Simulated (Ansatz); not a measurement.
# NaF: single points about a listed cell

Aim: see how energy, forces, stress and gap of NaF answer to moves of single atoms, swapped elements, distortions that keep the symmetry, other functionals. Nothing is relaxed unless a step says so.

Program: Ansatz 0.2.0. Level of theory: DFT PBEsol, scalar-relativistic, plane waves, PAW, unless a step's input says otherwise. These are calculated values, not measurements.

1 further run of the same task is left out (set aside as unsound or not needed).

## (1) The structure to begin with

It takes space group Fm-3m (No. 225, cubic). The conventional cell has a = 4.647 Å, b = 4.647 Å, c = 4.647 Å, α = 90.00°, β = 90.00°, γ = 90.00°. Around Na (site symmetry m-3m) lie 6 F at 2.32 Å. F (site symmetry m-3m) has 6 Na at 2.32 Å as nearest neighbours.

Structure file:

```
CELL_PARAMETERS angstrom
0.00000 2.32330 2.32330
2.32330 0.00000 2.32330
2.32330 2.32330 0.00000
ATOMIC_POSITIONS crystal
Na 0.00000 0.00000 0.00000
F 0.50000 0.50000 0.50000
```

The structure comes from the Crystallography Open Database.

## (2) Functional and cell changed: r2SCAN

What differs from the listed cell: strain xx, yy, zz, yz, xz, xy = +3.5, +3.5, +3.5, +0.0, +0.0, +0.0 %.

input.yaml reads:

```yaml
crystal:
  lattice:
    - [0.0, 2.405335723, 2.405335723]
    - [2.405335723, 0.0, 2.405335723]
    - [2.405335723, 2.405335723, 0.0]
  atoms:
    - { symbol: Na, position: [0.0, 0.0, 0.0] }
    - { symbol: F, position: [0.5, 0.5, 0.5] }
basis:
  ecutwfc: 500
kpoints:
  mp_grid: { grid: [8, 8, 8] }
hamiltonian:
  xc: r2scan
scf:
  occupations: { method: gaussian, width: 0.02 }
output:
  forces: true
  stress: true
  eigenvalues: true
```

Command:

```
$ ansatz run input.yaml --threads 1 --pin off --max-ram 1331MiB --backend cpu --events-out ev --progress --plain --runs-dir out
```

## (3) A single atom displaced

input.yaml reads:

```yaml
crystal:
  lattice:
    - [0.0, 2.3233, 2.3233]
    - [2.3233, 0.0, 2.3233]
    - [2.3233, 2.3233, 0.0]
  atoms:
    - { symbol: Na, position: [0.0, 0.0, 0.0] }
    - { symbol: F, position: [0.4841475487, 0.5047475574, 0.5100116214] }
basis:
  ecutwfc: 420
kpoints:
  mp_grid: { grid: [8, 8, 8] }
hamiltonian:
  xc: pbesol
scf:
  occupations: { method: gaussian, width: 0.02 }
output:
  forces: true
  stress: true
  eigenvalues: true
```

## (4) A distortion that keeps the symmetry

input.yaml reads:

```yaml
crystal:
  lattice:
    - [0.0, 2.419786649, 2.419786649]
    - [2.419786649, 0.0, 2.419786649]
    - [2.419786649, 2.419786649, 0.0]
  atoms:
    - { symbol: Na, position: [0.0, 0.0, 0.0] }
    - { symbol: F, position: [0.5, 0.5, 0.5] }
basis:
  ecutwfc: 420
kpoints:
  mp_grid: { grid: [8, 8, 8] }
hamiltonian:
  xc: pbesol
scf:
  occupations: { method: gaussian, width: 0.02 }
output:
  forces: true
  stress: true
  eigenvalues: true
  populations: true
```

## (5) A distortion that keeps the symmetry

Edit input.yaml of step 4 so:

```diff
@@ -2,5 +2,5 @@
   lattice:
-    - [0.0, 2.419786649, 2.419786649]
-    - [2.419786649, 0.0, 2.419786649]
-    - [2.419786649, 2.419786649, 0.0]
+    - [0.0, 2.254948514, 2.254948514]
+    - [2.254948514, 0.0, 2.254948514]
+    - [2.254948514, 2.254948514, 0.0]
   atoms:
@@ -20,2 +20 @@
   eigenvalues: true
-  populations: true
```

## (6) A distortion that keeps the symmetry

Edit input.yaml of step 5 so:

```diff
@@ -2,5 +2,5 @@
   lattice:
-    - [0.0, 2.254948514, 2.254948514]
-    - [2.254948514, 0.0, 2.254948514]
-    - [2.254948514, 2.254948514, 0.0]
+    - [0.0, 2.307571259, 2.307571259]
+    - [2.307571259, 0.0, 2.307571259]
+    - [2.307571259, 2.307571259, 0.0]
   atoms:
```

## (7) One element swapped, cell strained: Na → Li, first probe

input.yaml reads:

```yaml
crystal:
  lattice:
    - [0.0, 2.0660712252, 2.0660712252]
    - [2.0660712252, 0.0, 2.0660712252]
    - [2.0660712252, 2.0660712252, 0.0]
  atoms:
    - { symbol: Li, position: [0.0, 0.0, 0.0] }
    - { symbol: F, position: [0.5, 0.5, 0.5] }
basis:
  ecutwfc: 420
kpoints:
  mp_grid: { grid: [8, 8, 8] }
hamiltonian:
  xc: pbesol
scf:
  occupations: { method: gaussian, width: 0.1 }
output:
  forces: true
  stress: true
  eigenvalues: true
```

## (8) Substitution of an element, cell strained: Na → Li

Edit input.yaml of step 7 so:

```diff
@@ -11,3 +11,3 @@
 kpoints:
-  mp_grid: { grid: [8, 8, 8] }
+  mp_grid: { grid: [10, 10, 10] }
 hamiltonian:
@@ -15,3 +15,3 @@
 scf:
-  occupations: { method: gaussian, width: 0.1 }
+  occupations: { method: gaussian, width: 0.02 }
 output:
```

## (9) A change within the space group

input.yaml reads:

```yaml
crystal:
  lattice:
    - [0.0, 2.359264684, 2.359264684]
    - [2.359264684, 0.0, 2.359264684]
    - [2.359264684, 2.359264684, 0.0]
  atoms:
    - { symbol: Na, position: [0.0, 0.0, 0.0] }
    - { symbol: F, position: [0.5, 0.5, 0.5] }
basis:
  ecutwfc: 420
kpoints:
  mp_grid: { grid: [8, 8, 8] }
hamiltonian:
  xc: pbesol
scf:
  occupations: { method: gaussian, width: 0.02 }
output:
  forces: true
  stress: true
  eigenvalues: true
```

Before running it: what results should come out? Wanted: for each run, case; energy; pressure; largest force.

**Answer**, as computed:

| step | case | energy (meV/atom) | pressure (GPa) | largest force (eV/Å) | gap on the mesh (eV) |
| --- | --- | --- | --- | --- | --- |
| 2 | functional and cell changed: r2SCAN | n/a | -5.4 | 0.00 | 6.55 |
| 3 | a single atom displaced | +0.0 | -0.5 | 0.09 | 6.14 |
| 4 | a distortion that keeps the symmetry | +28.4 | -4.8 | 0.00 | 5.56 |
| 5 | a distortion that keeps the symmetry | +11.0 | 4.6 | 0.00 | 6.63 |
| 6 | a distortion that keeps the symmetry | -1.2 | 0.4 | 0.00 | 6.25 |
| 8 | substitution of an element, cell strained: Na → Li | n/a | -5.5 | 0.00 | 8.28 |
| 9 | a change within the space group | +4.6 | -2.4 | 0.00 | 5.91 |

Energies are counted from step 3, with the smearing taken to zero. Other atoms or functionals have another zero of energy (n/a). 

Among the distorted cells of the listed formula and level the largest force, 0.09 eV/Å, comes in step 3, shared by 2 atoms. The pressure is 4.6 GPa in the smallest cell and -4.8 GPa in the largest; between them shape and moved atoms count too. Among the distorted cells of the listed formula and level the gap runs from 5.56 eV to 6.63 eV.

The gaps are Kohn-Sham values of a semilocal functional, not quasiparticle or optical gaps. Such gaps usually fall short of the measured ones.
